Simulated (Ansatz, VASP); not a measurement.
## I in VASP and in Ansatz

```
I
1.0
     0.00000    2.36560    3.90984
     2.19225    0.00000    3.90984
     2.19225    2.36560    0.00000
I
1
Direct
  0.00000 0.00000 0.00000
```

Alike in both runs: task single point; functional PBE; k mesh 9 × 9 × 9; occupations fermi-dirac, width 0.05 eV; no spin polarisation.

```csv
,VASP,Ansatz
version,VASP 6.6.1,Ansatz 0.2.0
potentials or method,"VASP PAW PBE potentials, release 64 (I), cutoff 520 eV","all-electron LAPW, scalar-relativistic"
```

|  | VASP | Ansatz | Ansatz less VASP |
| --- | --- | --- | --- |
| gap on the k mesh at the Fermi level (eV) | none | none | - |
| pressure (GPa) | 0.4 | 0.5 | +0.04 |
| largest component of the traceless stress (GPa) | 0.35 | 0.31 | -0.045 |

A gap of «none» marks a metal or a gap that the smearing closes. Ansatz ran all-electron here, so the differences hold the error of VASP's frozen core and of both bases.

Caveats: an odd number of electrons without spin polarisation forces a metal; a magnetic or distorted state may lie lower. The runs have no spin-orbit coupling, so splittings on I are missing.
